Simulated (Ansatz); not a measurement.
# A series in volume scale on ZrS2

Free energy against uniform scaling of the volume at fixed shape and fractions; periodic cell, basis, potentials, k mesh and filling as listed. The results are calculated, by Ansatz 0.2.0.

The cell before it is scaled or strained (space group P-3m1, No. 164):
```
cell vectors (Å)
   3.6914     0.0000     0.0000
  -1.8457     3.1968     0.0000
   0.0000     0.0000     6.0411
atoms (fractions of the cell vectors)
Zr  0.00000  0.00000  0.00000
S   0.66667  0.33333  0.76209
S   0.33333  0.66667  0.23791
```

Settings of every row: functional PBE; dispersion none; potentials all-electron LAPW; k mesh 7x7x4; k shift 0x0x0; occupations fixed; smearing width 0 eV; spin none.

Limits: a layered crystal: even scaling strains the bonds within the layers, so this curve is stiffer than the crystal under pressure; the cell comes from a prototype or a list of computed structures and needn't be the stable phase.

| row | volume scale | V (Å³/atom) | energy above lowest point (meV/atom) |
| --- | --- | --- | --- |
| 1 | 0.92 | 21.862 | 55.1 |
| 2 | 0.96 | 22.812 | ? |
| 3 | 1 | 23.763 | 0 |
| 4 | 1.04 | 24.714 | 6.9 |
| 5 | 1.08 | 25.664 | 31.2 |

Question: what energy above lowest point should row 2 give?

Worked fit of energy above lowest point. Take u = (V_r/V)^(2/3) − 1 with V_r = 24.239 Å³ an atom, which is twice the finite (Eulerian) strain; such expansions in the strain, on which the Birch-Murnaghan equation of state is built, carry the rest volume and the bulk modulus. The shown rows have u = 0.07123, 0.01331, -0.01285, -0.03737. Least squares give energy above lowest point = 1.04 − 268.4 × u + 14423 × u² meV/atom; a straight line predicts inner rows, each left out in turn, worse (root mean square 26 against 0.062 meV/atom). All shown rows lie on it to the printed digit. Its lowest point lies at u = 0.0093, or V = 23.9 Å³ an atom, and the curvature there gives the bulk modulus at fixed shape and fractions, B = (4/9)(1 + u)² E″(u)/V = 87.5 GPa. Letting shape and atoms relax would as a rule lower it, by much in layered, chain or molecular crystals. The withheld row has u = 0.04128, so the fit gives 1.04 − 268.4 × (0.04128) + 14423 × (0.04128)² = 14.5 meV/atom.

The calculation gave 14.5 meV/atom. The fit meets it to the printed digit.
